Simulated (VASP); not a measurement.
# Ge (Cmmm) in VASP: further runs

Runs on Ge. Level: PBE. Tasks: single point.

Everything below comes from runs of VASP 6.6.1. Logs are shortened: lines on timing, memory, paths and dates and some standing lists are left out, and cuts for length are marked.

### 1 The crystal as given

The structure is orthorhombic, space group Cmmm (No. 65). The conventional cell has a = 2.794 Å, b = 5.201 Å, c = 2.698 Å, α = 90.00°, β = 90.00°, γ = 90.00°. Around Ge (site symmetry mmm) lie 8 Ge at 2.70 to 2.95 Å.

This isn't the form of Ge at room conditions, which is diamond.

### 2 Single point, PBE

File INCAR:

```
SYSTEM = Ge
PREC     = Accurate       ! precision mode
ENCUT    = 500            ! plane-wave cutoff, eV
EDIFF    = 1E-6           ! SCF threshold, eV
ISMEAR   = 0              ! smearing method
SIGMA    = 0.02           ! smearing width, eV
LREAL    = .FALSE.        ! projectors in reciprocal space
LASPH    = .TRUE.         ! aspherical terms in the spheres
NELM     = 60             ! most SCF steps
ALGO     = Normal         ! electronic algorithm
ISIF     = 2              ! what is computed and relaxed
LWAVE    = .FALSE.        ! write WAVECAR
LCHARG   = .FALSE.        ! write CHGCAR
GGA      = PE             ! functional
NBANDS   = 13             ! bands
```

File KPOINTS:

```
regular mesh
0
G
  4 4 4
  0 0 0
```

File POSCAR:

```
Ge
1.0
    1.3971490000     -2.6005160000      0.0000000000
    1.3971490000      2.6005160000      0.0000000000
    0.0000000000      0.0000000000      2.6982310000
Ge
1
Direct
    0.5000000000      0.5000000000      0.0000000000
```

Potentials or basis: VASP PAW PBE potentials, release 64 (Ge_d_GW).

Started as:

```
$ cat potpaw_PBE.64/Ge_d_GW/POTCAR > POTCAR
$ mpirun -np 1 vasp_std > vasp.out
```

OUTCAR:

```text
SYSTEM = Ge
   PREC = Accurate
   ENCUT = 500
   EDIFF = 1E-6
   ISMEAR = 0
   LREAL = .FALSE.
   LASPH = .TRUE.
   NELM = 60
   ISIF = 2
   GGA = PE

 ion  position               nearest neighbor table
   1  0.500  0.500  0.000-

  LATTYP: Found a base centered orthorhombic cell.
 ALAT       =     2.7942980000
 B/A-ratio  =     1.8613018368
 C/A-ratio  =     0.9656203454

  Lattice vectors:

 A1 = (   1.3971490000,  -2.6005160000,   0.0000000000)
 A2 = (   1.3971490000,   2.6005160000,   0.0000000000)
 A3 = (   0.0000000000,   0.0000000000,   2.6982310000)

Analysis of symmetry for initial positions (statically):
=====================================================================
 Subroutine PRICEL returns:
 Original cell was already a primitive cell.

 Routine SETGRP: Setting up the symmetry group for a
 base centered orthorhombic supercell.

 Subroutine GETGRP returns: Found  8 space group operations
 (whereof  8 operations were pure point group operations)
 out of a pool of  8 trial point group operations.

The static configuration has the point symmetry D_2h.

Analysis of symmetry for dynamics (positions and initial velocities):
=====================================================================
 Subroutine PRICEL returns:
 Original cell was already a primitive cell.

 Routine SETGRP: Setting up the symmetry group for a
 base centered orthorhombic supercell.

 Subroutine GETGRP returns: Found  8 space group operations
 (whereof  8 operations were pure point group operations)
 out of a pool of  8 trial point group operations.

The dynamic configuration has the point symmetry D_2h.

 Subroutine INISYM returns: Found  8 space group operations
 (whereof  8 operations are pure point group operations),
 and found     1 'primitive' translations

----------------------------------------------------------------------------------------

                                     Primitive cell

  volume of cell :      19.6070

  direct lattice vectors                    reciprocal lattice vectors
     1.397149000 -2.600516000  0.000000000     0.357871637 -0.192269534  0.000000000
     1.397149000  2.600516000  0.000000000     0.357871637  0.192269534  0.000000000
     0.000000000  0.000000000  2.698231000     0.000000000  0.000000000  0.370613191

  length of vectors
     2.952068562  2.952068562  2.698231000     0.406250763  0.406250763  0.370613191

  position of ions in fractional coordinates (direct lattice)
     0.500000000  0.500000000  0.000000000

  ion indices of the primitive-cell ions
   primitive index   ion index
                 1           1

----------------------------------------------------------------------------------------

 KPOINTS: regular mesh

Automatic generation of k-mesh.
 Grid dimensions read from file:
 generate k-points for:    4    4    4

 Generating k-lattice:

  Cartesian coordinates                     Fractional coordinates (reciprocal lattice)
     0.089467909 -0.048067384  0.000000000     0.250000000  0.000000000  0.000000000
     0.089467909  0.048067384  0.000000000     0.000000000  0.250000000  0.000000000
     0.000000000  0.000000000  0.092653298     0.000000000  0.000000000  0.250000000

  Length of vectors
     0.101562691  0.101562691  0.092653298

  Shift w.r.t. Gamma in fractional coordinates (k-lattice)
     0.000000000  0.000000000  0.000000000

 Subroutine IBZKPT returns following result:
 ===========================================

 Found     21 irreducible k-points:

 Following reciprocal coordinates:
            Coordinates               Weight
  0.000000  0.000000  0.000000      1.000000
  0.250000  0.000000  0.000000      4.000000
  0.500000  0.000000  0.000000      2.000000
  0.250000  0.250000  0.000000      2.000000
  0.500000  0.250000  0.000000      4.000000
 -0.250000  0.250000  0.000000      2.000000
[... 13 lines left out ...]
 -0.250000  0.250000  0.500000      2.000000
  0.500000  0.500000  0.500000      1.000000
   k-points           NKPTS =     21   k-points in BZ     NKDIM =     21   number of bands    NBANDS=     13
   number of dos      NEDOS =    301   number of ions     NIONS =      1
   total plane-waves  NPLWV =  11520
   dimension x,y,z NGX =    24 NGY =   24 NGZ =   20
   dimension x,y,z NGXF=    48 NGYF=   48 NGZF=   40
   ions per type =               1
   NGX,Y,Z   is equivalent  to a cutoff of  13.52, 13.52, 12.32 a.u.
   NGXF,Y,Z  is equivalent  to a cutoff of  27.03, 27.03, 24.65 a.u.
 SYSTEM =  Ge
   PREC   = accura    normal or accurate (medium, high low for compatibility)
   ISTART =      0    job   : 0-new  1-cont  2-samecut
   ICHARG =      2    charge: 1-file 2-atom 10-const
   ISPIN  =      1    spin polarized calculation?
   LNONCOLLINEAR =      F non collinear calculations
   LSORBIT =      F    spin-orbit coupling
   LASPH  =      T    aspherical Exc in radial PAW
   ENCUT  =  500.0 eV  36.75 Ry    6.06 a.u.   5.38  5.38  4.92*2*pi/ulx,y,z
   NELM   =     60;   NELMIN=  2; NELMDL= -5     # of ELM steps
   EDIFF  = 0.1E-05   stopping-criterion for ELM
   LREAL  =      F    real-space projection
   EDIFFG = 0.1E-04   stopping-criterion for IOM
   NSW    =      0    number of steps for IOM
   IBRION =     -1    ionic relax: 0-MD 1-quasi-New 2-CG
   NFREE  =      0    steps in history (QN), initial steepest desc. (CG)
   ISIF   =      2    stress and relaxation
   ISYM   =      2    0-nonsym 1-usesym 2-fastsym
   POTIM  = 0.5000    time-step for ionic-motion
   TEBEG  =    0.0;   TEEND  =   0.0 temperature during run
   PSTRESS=    0.0 pullay stress
   NELECT =      14.0000    total number of electrons
   NUPDOWN=      -1.0000    fix difference up-down
   EMIN   =  10.00;   EMAX   =-10.00  energy-range for DOS
   EFERMI =   0.00;   METHOD = LEGACY
   ISMEAR =     0;   SIGMA  =   0.02  broadening in eV -4-tet -1-fermi 0-gaus
   EFERMI_NEDOS =   21; number of points for ismear=-14 and -15
   IALGO  =     38    algorithm
   IMIX   =      4    mixing-type and parameters
     AMIX     =   0.40;   BMIX     =  1.00
     AMIX_MAG =   1.60;   BMIX_MAG =  1.00
  volume/ion in A,a.u.               =      19.61       132.31
  Fermi-wavevector in a.u.,A,eV,Ry     =   1.463234  2.765111 29.130796  2.141053
  Thomas-Fermi vector in A             =   2.579353
   LORBIT       =      0    0 simple, 1 ext, 2 COOP (PROOUT), +10 PAW based schemes
   GGA     = PE    functional components
   LHFCALC =     F    Hartree Fock is set to
   AEXX    =    0.0000 exact exchange contribution
   IVDW    =     0    specifies the selected vdW correction
   LEPSILON=     F    determine dielectric tensor
   LRPA    =     F    only Hartree local field effects (RPA)
 non-spin polarized calculation
 Gauss-broadening in eV      SIGMA  =   0.02
  energy-cutoff  :      500.00
  volume of cell :       19.61
 maximum number of plane-waves:       506
 NGX is ok and might be reduce to    24
   NGX = 11   NGY = 11   NGZ =  9

 number of electron      14.0000003 magnetization

 Free energy of the ion-electron system (eV)
  ---------------------------------------------------
  ext. energy  EPLUGINS =         0.00000000
  ---------------------------------------------------
  free energy    TOTEN  =        -4.00125794 eV

  energy without entropy =       -3.99961610  energy(sigma->0) =       -4.00043702

 E-fermi :   4.2605     XC(G=0): -11.0689

 val. band max:        4.2448258022   @ k =  -0.2500   0.2500   0.2500
 cond. band min:       4.2672043643   @ k =   0.5000   0.2500   0.2500
 fundamental gap:      0.0223785620
 Fermi energy:         4.2604757776

 k-point     1 :       0.0000    0.0000    0.0000
  band No.  band energies     occupation
      1     -20.9437      2.00000
      2     -20.8791      2.00000
      3     -20.8295      2.00000
      4     -20.7340      2.00000
      5     -20.7113      2.00000
      6      -9.0372      2.00000
      7      10.4847      0.00000
      8      10.9503      0.00000
      9      12.4700      0.00000
     10      13.9830      0.00000
     11      16.3130      0.00000
     12      18.6881      0.00000
     13      18.7865      0.00000

 k-point     2 :       0.2500    0.0000    0.0000
  band No.  band energies     occupation
      1     -20.9182      2.00000
      2     -20.8501      2.00000
      3     -20.8009      2.00000
      4     -20.7451      2.00000
      5     -20.7323      2.00000
      6      -7.5267      2.00000
      7       4.9446      0.00000
      8       8.6720      0.00000
      9      11.9012      0.00000
     10      12.8956      0.00000
     11      16.1657      0.00000
     12      21.4707      0.00000
     13      24.6160      0.00000

 k-point     3 :       0.5000    0.0000    0.0000
  band No.  band energies     occupation
      1     -20.9199      2.00000
      2     -20.8355      2.00000
      3     -20.7688      2.00000
      4     -20.7413      2.00000
      5     -20.7320      2.00000
      6      -3.9818      2.00000
      7      -1.4599      2.00000
      8       7.2674      0.00000
      9      11.3014      0.00000
     10      14.3457      0.00000
     11      20.3071      0.00000
     12      20.3154      0.00000
     13      20.5781      0.00000
[... 257 lines left out ...]
 k-point    20 :      -0.2500    0.2500    0.5000
  band No.  band energies     occupation
      1     -20.8776      2.00000
      2     -20.8330      2.00000
      3     -20.7820      2.00000
      4     -20.7800      2.00000
      5     -20.7072      2.00000
      6      -3.9387      2.00000
      7      -0.6093      2.00000
      8       7.2413      0.00000
      9      11.8481      0.00000
     10      13.2115      0.00000
     11      18.2823      0.00000
     12      19.9724      0.00000
     13      20.1076      0.00000

 k-point    21 :       0.5000    0.5000    0.5000
  band No.  band energies     occupation
      1     -20.8898      2.00000
      2     -20.8644      2.00000
      3     -20.7875      2.00000
      4     -20.7386      2.00000
      5     -20.6640      2.00000
      6      -0.7819      2.00000
      7       1.4300      2.00000
      8       1.5738      2.00000
      9       7.1049      0.00000
     10      11.9263      0.00000
     11      17.2300      0.00000
     12      18.6916      0.00000
     13      18.7519      0.00000

------------------------ aborting loop because EDIFF is reached ----------------------------------------

  FORCE on cell =-STRESS in cart. coord.  units (eV):
  Direction    XX          YY          ZZ          XY          YZ          ZX
  --------------------------------------------------------------------------------------
  -------------------------------------------------------------------------------------
  Total       -0.1573438      1.4600756     -1.1423767      0.0000000      0.0000000      0.0000000
  in kB      -12.8572739    119.3093688    -93.3487604      0.0000000      0.0000000      0.0000000
  external PRESSURE =       4.3677782 kB  Pullay stress =       0.0000000 kB

 VOLUME and BASIS-vectors are now :
 -----------------------------------------------------------------------------
  energy-cutoff  :      500.00
  volume of cell :       19.61
      direct lattice vectors                 reciprocal lattice vectors
     1.397149000 -2.600516000  0.000000000     0.357871637 -0.192269534  0.000000000
     1.397149000  2.600516000  0.000000000     0.357871637  0.192269534  0.000000000
     0.000000000  0.000000000  2.698231000     0.000000000  0.000000000  0.370613191

 POSITION                                       TOTAL-FORCE (eV/Angst)
 -----------------------------------------------------------------------------------
      1.39715      0.00000      0.00000        -0.000000     -0.000000      0.000000
 -----------------------------------------------------------------------------------
    total drift:                               -0.000000     -0.000000     -0.000000

  FREE ENERGIE OF THE ION-ELECTRON SYSTEM (eV)
  ---------------------------------------------------
  free  energy   TOTEN  =        -4.0012579423 eV

  energy  without entropy=       -3.9996160999  energy(sigma->0) =       -4.00043702
```

Run time: 3.2 s. Hardware: 1 thread of Intel Xeon Platinum 8488C (Sapphire Rapids), shared host; peak memory 0.13 GiB.

What came out:

```yaml
Free_energy: -4.0013 eV
Pressure: 0.4 GPa
Band_gap_on_the_k_mesh: none (metal or under the smearing width)
```

Stress tensor (GPa, compression positive):
```
-1.29  0.00  0.00
 0.00 11.93  0.00
 0.00  0.00 -9.33
```

Caveat: the k mesh is coarse (spacing up to 0.64 Å⁻¹), so the values aren't converged.

### 3 Single point, PBE

File INCAR:

```
SYSTEM = Ge
ALGO = Normal ; EDIFF = 1E-6
ENCUT = 450 ; GGA = PE
ISIF = 2 ; ISMEAR = 0
LASPH = .TRUE. ; LCHARG = .FALSE.
LREAL = .FALSE. ; LWAVE = .FALSE.
NELM = 80 ; PREC = Accurate
SIGMA = 0.02
```

File KPOINTS:

```
k-points
0
G
  7 7 6
  0 0 0
```

POSCAR is that of step 2.

Potentials or basis: VASP PAW PBE potentials, release 64 (Ge_d_GW).

Started as:

```
$ cat potpaw_PBE.64/Ge_d_GW/POTCAR > POTCAR
$ mpirun -np 1 vasp_std > vasp.out
```

Wall time 5.6 s (1 thread of Intel Xeon 6975P-C (Granite Rapids), shared host); peak memory 0.13 GiB.

It converged, with:

```yaml
Free_energy: -4.3037 eV
Pressure: -2.3 GPa
Band_gap_on_the_k_mesh: none (metal or under the smearing width)
```

Stress tensor (GPa, compression positive):
```
 1.29  0.00  0.00
 0.00 -6.92  0.00
 0.00  0.00 -1.37
```

Levels at points of the mesh, in eV from the Fermi level:
| k point | band 4 | band 5 | band 6 | band 7 | band 8 | band 9 | band 10 | band 11 |
| --- | --- | --- | --- | --- | --- | --- | --- | --- |
| (0.00, 0.00, 0.00) | -24.69 | -24.67 | -12.95 | 6.56 | 7.05 | 8.55 | 10.07 | 12.41 |
| (0.00, 0.00, 0.50) | -24.73 | -24.70 | -9.17 | -5.79 | 9.88 | 11.38 | 15.90 | 16.02 |

Caveat: the k mesh is coarse (spacing up to 0.39 Å⁻¹), so the values aren't converged; the cutoff is under 1.25 times the usual one of these potentials, so pressure, stress and relaxed cells hold a basis-set (Pulay) error.

### 4 Single point, PBE

File INCAR:

```
ALGO = Normal
EDIFF = 1E-6
ENCUT = 450
GGA = PE
ISIF = 2
ISMEAR = 0
LASPH = True
LCHARG = True
LELF = True
LREAL = False
LVHAR = True
LWAVE = False
NELM = 80
PREC = Accurate
SIGMA = 0.02
```

File KPOINTS:

```
k-points
0
Gamma
  6 6 5
```

POSCAR is that of step 3.

Started as:

```
$ cat potpaw_PBE.64/Ge_d_GW/POTCAR > POTCAR
$ mpirun -np 1 vasp_std > vasp.out
```

Wall time 4.9 s (1 thread of Intel Xeon 6975P-C (Granite Rapids), shared host); peak memory 0.12 GiB.

It converged, with:

```
Free energy            : -4.2453 eV
Pressure               : 1.2 GPa
Band gap on the k mesh : none (metal or under the smearing width)
```

Stress tensor (GPa, compression positive):
```
 5.38  0.00  0.00
 0.00 -8.47  0.00
 0.00  0.00  6.72
```

Levels at points of the mesh, in eV from the Fermi level:
| k point | band 4 | band 5 | band 6 | band 7 | band 8 | band 9 | band 10 | band 11 |
| --- | --- | --- | --- | --- | --- | --- | --- | --- |
| (0.00, 0.00, 0.00) | -24.53 | -24.50 | -12.85 | 6.68 | 7.14 | 8.66 | 10.18 | 12.49 |
| (0.50, 0.00, 0.00) | -24.54 | -24.53 | -7.79 | -5.29 | 3.45 | 7.48 | 10.55 | 16.51 |
| (0.50, 0.50, 0.00) | -24.55 | -24.51 | -8.64 | -5.52 | 5.23 | 9.16 | 9.89 | 15.76 |

Caveat: the k mesh is coarse (spacing up to 0.47 Å⁻¹), so the values aren't converged; the cutoff is under 1.25 times the usual one of these potentials, so pressure, stress and relaxed cells hold a basis-set (Pulay) error.

### 5 For comparison

An earlier run on the cell as given: functional PBE; potentials or basis VASP PAW PBE potentials, release 64 (Ge_d); cutoff 520 eV; k mesh 11 × 11 × 10; occupations fermi-dirac, width 0.05 eV; no spin polarisation.

- Pressure: -0.6 GPa
- Band gap on the k mesh: none (metal or under the smearing width)

### 6 Summary

```tsv
potentials or basis	k mesh	cutoff (eV)	smearing	mesh quality	gap on the mesh (eV)	pressure (GPa)
VASP PAW PBE potentials, release 64 (Ge_d_GW)	4 × 4 × 4	500	gaussian 0.02 eV	coarse	none	0.4
VASP PAW PBE potentials, release 64 (Ge_d_GW)	7 × 7 × 6	450	gaussian 0.02 eV	coarse	none	-2.3
VASP PAW PBE potentials, release 64 (Ge_d_GW)	6 × 6 × 5	450	gaussian 0.02 eV	coarse	none	1.2
VASP PAW PBE potentials, release 64 (Ge_d)	11 × 11 × 10	520	fermi-dirac 0.05 eV	not flagged	none	-0.6
```

Alike in all rows: task single point; level PBE; no spin polarisation; cell as given.

Caveats: some runs use coarse meshes; the cutoff is under 1.25 times the usual one of these potentials, so pressure, stress and relaxed cells hold a basis-set (Pulay) error (some runs).

Total energies depend on the potentials used, so only differences within one code and one set of settings carry meaning.
